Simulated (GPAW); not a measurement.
# C (C2/m) in GPAW: equation of state with r2SCAN

Aim: the equation of state of C with r2SCAN.

Program: GPAW 26.7.0. These are calculated values, not measurements. Logs are shortened: lines on timing, memory, paths and dates and some standing lists are left out, and cuts for length are marked. The log counts tension as positive stress, the text compression.

### 1 The crystal as given

Symmetry: C2/m, No. 12, monoclinic system. Conventional cell: a = 4.255 Å, b = 2.457 Å, c = 3.765 Å, α = 90.00°, β = 111.49°, γ = 90.00°. C (site symmetry m) has 3 C at 1.42 Å as nearest neighbours.

This is a stacking variant of graphite.

### 2 Equation of state, r2SCAN

run.py reads:

```python
from ase import Atoms
from ase.eos import EquationOfState
from ase.io import Trajectory
from ase.units import GPa
from ase.parallel import parprint
from gpaw import GPAW, PW

atoms = Atoms(['C', 'C'],
              cell=[[2.1273203072, -1.22828244, 0.0],
                    [2.1273203072, 1.22828244, 0.0],
                    [-1.3790696309, 0.0, 3.5028300786]],
              scaled_positions=[[0.16664447, 0.16664447, 0.99990696],
                                [0.83335553, 0.83335553, 0.00009304]],
              pbc=True)

traj = Trajectory('eos.traj', 'w')
volumes, energies = [], []
for x in [0.94, 0.96, 0.98, 1.0, 1.02, 1.04, 1.06]:
    a = atoms.copy()
    a.set_cell(atoms.cell * x**(1 / 3), scale_atoms=True)
    calc = GPAW(mode=PW(800),
                xc='MGGA_X_R2SCAN+MGGA_C_R2SCAN',
                kpts={'size': (10, 10, 6), 'gamma': True},
                occupations={'name': 'fermi-dirac', 'width': 0.05},
                nbands=11,
                convergence={'density': 1e-05, 'energy': 1e-05},
                maxiter=150,
                txt=f'eos-{x:.2f}.txt')
    a.calc = calc
    energies.append(a.get_potential_energy(force_consistent=True))
    volumes.append(a.get_volume())
    p = -a.get_stress()[:3].mean() / GPa
    calc.write(f'eos-{x:.2f}.gpw')
    traj.write(a)
    parprint(f'{x:.2f} {volumes[-1]:10.4f} A^3 {energies[-1]:14.6f} eV {p:9.3f} GPa', flush=True)

v0, e0, B = EquationOfState(volumes, energies, eos='birchmurnaghan').fit()
parprint(f'V0 = {v0:.4f} A^3, E0 = {e0:.6f} eV, B0 = {B / GPa:.2f} GPa')
```

Potentials or basis: GPAW PAW data sets (gpaw-data 1.2.1), pw.

On the command line:

```sh
> OMP_NUM_THREADS=1 mpirun -n 4 gpaw python run.py
```

Output:

```text
__  _  _
 | _ |_)|_||  |
 |__||  | ||/\| - 26.7.0

Input parameters:
  mode=PW(ecut=800.0),
  convergence={'density': 1e-05, 'energy': 1e-05},
  kpts=MonkhorstPack(size=(10, 10, 6), gamma=True),
  maxiter=150,
  nbands=11,
  occupations=Occupations(name='fermi-dirac', width=0.05),
  xc=XC(name='MGGA_X_R2SCAN+MGGA_C_R2SCAN')

Diagonalizing LCAO Hamiltonian
Converting LCAO to pw mode

       C

                 C

Atoms  # Å, Bohr magnetons
|   | symbol |         x |         y |        z |    initial magnetic moments |
|---|--------|-----------|-----------|----------|-----------------------------|
| 0 |      C | -0.656253 | -0.000000 | 3.431004 | ( 0.0000,  0.0000,  0.0000) |
| 1 |      C |  3.473123 |  0.000000 | 0.000319 | ( 0.0000,  0.0000,  0.0000) |

Unit cell  # Å
| periodic |         x |         y |        z |  lengths |     angles |
|----------|-----------|-----------|----------|----------|------------|
|      yes |  2.083893 | -1.203208 | 0.000000 | 2.406309 | 108.496630 |
|      yes |  2.083893 |  1.203208 | 0.000000 | 2.406309 | 108.496630 |
|      yes | -1.350917 |  0.000000 | 3.431324 | 3.687677 |  60.002969 |

Number of symmetries: 4
Symmetry operations  # r_c * U_cc + t_c -> r_c
|   | kind |            matrix            |
|---|------|------------------------------|
| 0 |  E   |  1, 0, 0,  0, 1, 0,  0, 0, 1 |
| 1 |  σ   |  0, 1, 0,  1, 0, 0,  0, 0, 1 |
| 2 |  C2  |  0,-1, 0, -1, 0, 0,  0, 0,-1 |
| 3 |  i   | -1, 0, 0,  0,-1, 0,  0, 0,-1 |

BZ-sampling:
  Number of BZ points: 600
  Number of IBZ points: 172

  Monkhorst-Pack size: [10, 10, 6]
  Monkhorst-Pack shift: [0.05, 0.05, 0.08333333333333333]

K-points  # in reciprocal-cell coordinates
|     |                                coordinates |     weight |
|-----|--------------------------------------------|------------|
|   0 | (  0.00000000,   0.00000000,   0.00000000) | 0.00166667 |
|   1 | (  0.00000000,   0.00000000,   0.16666667) | 0.00333333 |
|   2 | (  0.00000000,   0.00000000,   0.33333333) | 0.00333333 |
|   3 | (  0.00000000,   0.00000000,   0.50000000) | 0.00166667 |
|   4 | (  0.10000000,  -0.10000000,   0.00000000) | 0.00333333 |
|   5 | (  0.10000000,  -0.10000000,   0.16666667) | 0.00666667 |
|   6 | (  0.10000000,  -0.10000000,   0.33333333) | 0.00666667 |
|   7 | (  0.10000000,  -0.10000000,   0.50000000) | 0.00333333 |
|   8 | (  0.10000000,   0.00000000,  -0.33333333) | 0.00666667 |
|   9 | (  0.10000000,   0.00000000,  -0.16666667) | 0.00666667 |
| ... |                                            |            |
| 171 | (  0.50000000,   0.50000000,   0.50000000) | 0.00166667 |

Plane wave coefficients: 904
Cutoff: 800.0 eV

Spin-components: 1 (collinear spins)
Bands:           11
Projectors:      10
Spin-degeneracy: 2
Datatype:        complex128

Parallelization:
  kpt:    4
  domain: 1
  band:   1

Density:
  Valence electrons: 8.0
  Components: 1
  Grid points: [16 16 25]
  Charge: 0.0  # |e|

Potential:
  Grid points: [16 16 25]

species:
  C:
    name:    Carbon
    Z:       6.0
    valence: 4
    core:    2
    charge:  0.0  # [|e|]
    compensation charges:
      type: gauss
      rc: 0.20  # [Å]
      lmax: 2
    cutoffs:
      filter: 1.14  # [Å]
      core: 1.14  # [Å]
    projectors
    | kind |    occ | energy [eV] | rcut [Å] |
    |------|--------|-------------|----------|
    |   2s |  2.000 |     -13.751 |    0.635 |
    |   2p |  2.000 |      -5.284 |    0.635 |
    |    s |        |      13.461 |    0.635 |
    |    p |        |      21.927 |    0.635 |
    |    d |        |       0.000 |    0.635 |

    Using partial waves for C as LCAO basis

Reference energy: -2055.256231  # eV

eigensolver:
  PPCG
  Converge bands: occupied
  niter=2

density mixing:
  MSR1-Mixer
  Pratt-step length: 0.05
  Maximum mixing coefficient: 0.75
  Old densities: 10
  SVD Regularization: 0.005
  Good broyden scale: 1.0
  Trust region scale: 1.0
  Backstep threshold: 4.0
  History deletion threshold: 6.0
  Fourier metric: weight=20.0, sigma=0.015

occupation numbers:
  Fermi-Dirac:
    width: 0.0500  # eV

poisson solver:
  ecut: 6400.0  # eV

xc functional:
  name: MGGA_X_R2SCAN+MGGA_C_R2SCAN with 2 nearest neighbor stencil

convergence criteria:
[... 6 lines left out ...]
|iter     | |      energy | eigst |  dens |
|---------|-|-------------|-------|-------|
|iter:   1| |  -22.551717 | +0.61 |       |
|iter:   2| |  -20.637190 | -1.13 | -0.75 |
|iter:   3| |  -19.843462 | -0.98 | -0.77 |
|iter:   4| |  -19.845027 | -2.84 | -1.55 |
|iter:   5| |  -19.846657 | -3.75 | -1.91 |
|iter:   6| |  -19.846659 | -5.52 | -3.18 |
|iter:   7| |  -19.846660c| -7.19 | -3.80 |
|iter:   8| |  -19.846660c| -8.06c| -5.00 |
|iter:   9| |  -19.846660c| -8.94c| -5.72c|

Converged in 9 steps
Energy contributions relative to reference atoms: (reference = -2055.256231)

Energy contributions:
  Kinetic:          22.366445
  Coulomb:         -21.377952
  Zero:              0.027671
  External:          0.000000
  Xc:              -20.862824
  Entropy:          -0.000000
  Spinorbit:         0.000000
  ----------------------------
  Free energy:     -19.846660
  Extrapolated:    -19.846660

dipole moment: (0.000001, 0.000000, 0.000002)  # |e|*Ang

Fermi level: 6.497
Eigenvalues  # (at kpt = [0.000, 0.000, 0.000])
| band index |      eig [eV] | occ [0-2] |
|------------|---------------|-----------|
|          0 |       -15.069 |     2.000 |
|          1 |        -1.218 |     2.000 |
|          2 |         3.215 |     2.000 |
|          3 |         3.219 |     2.000 |
|          4 |        10.382 |     0.000 |
|          5 |        15.595 |     0.000 |
|          6 |        15.597 |     0.000 |
|          7 |        19.659 |     0.000 |
|          8 |        21.277 |     0.000 |
|          9 |        31.380 |     0.000 |
|         10 |        32.845 |     0.000 |

Gap: 1.516 eV
Transition (v -> c):
  (s=0, k=48, n=3, [0.30, -0.30, 0.00]) -> (s=0, k=96, n=4, [0.40, -0.30, 0.33])
Direct/indirect transitions are different
Direct gap: 1.545 eV
Transition at: (s=0, k=96, n=3, [0.40, -0.30, 0.33])

Stress tensor  # eV/Ang^3
|         x |         y |         z |
|-----------|-----------|-----------|
| -0.173001 |  0.000000 |  0.000261 |
|  0.000000 | -0.172549 |  0.000000 |
|  0.000261 |  0.000000 | -0.000690 |

# Writing to eos-0.94.gpw (mode='')
```

Wall time 2.3 min (4 MPI ranks of Arm Neoverse V2, shared host); peak memory 0.3 GiB.

What came out:

| Quantity | Value |
| --- | --- |
| Equilibrium volume | 9.16 Å³/atom (rough: see the caveat) |
| Bulk modulus at fixed shape and positions | 276 GPa (rough) |

Energy against volume, from the lowest point:
```tsv
volume (Å³/atom)	energy (meV/atom)
8.604	31.45
8.787	13.65
8.970	3.41
9.153	0.00
9.336	3.01
9.519	11.78
9.702	25.82
```

Caveat: the points scatter about the fit; the cell was scaled at fixed shape and fractional positions, which overstates the stiffness of a crystal with free parameters, most of all of layers and chains; the PAW data sets were made with another functional, which shifts forces and pressure a little.
